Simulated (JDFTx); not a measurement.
Sb in JDFTx: convergence with n bands

Input of the first run (n bands 9); the others differ in this setting and in those tied to it:

File Sb.in:

```
lattice \
    5.9503941877    -0.0633568478    -0.0513514177 \
   -0.0633568478     5.9986105497     0.0312674085 \
   -0.0513514177     0.0312674085     5.9669708652
coords-type Lattice
ion Sb     0.0013640000     0.0010940000    -0.0018370000 1

ion-species pseudo/Sb.upf
elec-cutoff 40
elec-ex-corr gga-PBEsol
kpoint-folding 6 6 6
elec-smearing Fermi 0.0018374661
elec-n-bands 9
electronic-SCF nIterations 100 energyDiffThreshold 1e-09
electronic-minimize nIterations 30 energyDiffThreshold 1e-7
converge-empty-states yes
forces-output-coords Cartesian

dump-name run.$VAR
dump End Ecomponents EigStats BandEigs Kpoints Forces Stress
```

Potentials or basis: PseudoDojo-SR-PBEsol-0.4.1-standard.

The run is started by

```bash
$ jdftx -c 1 -i Sb.in -o Sb.out
```

The cell isn't the ideal one: cell strained at random at fixed volume.

This isn't the form of Sb at room conditions, which is rhombohedral.

Hardware: 1 thread of Intel(R) Xeon(R) 6975P-C (Granite Rapids), on a shared host.

```csv
n bands,"energy less the tightest run, at zero smearing (meV/atom)",SCF cycles,CPU time (s),peak memory (GiB)
9,0.00,17,82,0.16
10,0.00,13,58,0.16
11,0.00,12,61,0.17
12,0.00,12,66,0.17
14,0.00,11,72,0.18
18,0.00,11,80,0.2
24,0.00,9,100,0.25
```

Against the tightest run, the energy stays within 1 meV/atom from 9 on. The tightest run that finished is the yardstick and may itself not be fully converged.

Caveat, for the tightest run too: the empty levels aren't tightly converged. Spin-orbit coupling is left out, which matters for the levels of Sb.
